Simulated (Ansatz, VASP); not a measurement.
# One calculation of Na, two programs

```
CELL_PARAMETERS angstrom
3.76903 0.00000 0.00000
-1.88451 3.26407 0.00000
0.00000 0.00000 6.15467
ATOMIC_POSITIONS crystal
Na 0.33333 0.66667 0.25000
Na 0.66667 0.33333 0.75000
```

Alike in both runs: task single point; functional PBEsol; k mesh 11 × 11 × 6; occupations fermi-dirac, width 0.1 eV; no spin polarisation.

|  | VASP | Ansatz |
| --- | --- | --- |
| version | VASP 6.6.1 | Ansatz 0.2.0 |
| potentials or method | VASP PAW PBE potentials, release 64 (Na_pv) | plane waves (420 eV) with PAW, scalar-relativistic |
| plane-wave cutoff (eV) | 520 | 420 |
| valence electrons in the cell | 14 | 18 |

```csv
,VASP,Ansatz,Ansatz less VASP
pressure (GPa),-0.3,-0.3,0.00
largest component of the traceless stress (GPa),0.10,0.10,-0.001
```

The two sets of potentials don't hold the same shells in valence. Ansatz warned: «pseudo_functional_mismatch».

Caveats: the PAW data sets were made with another functional, which shifts forces and pressure a little (VASP).
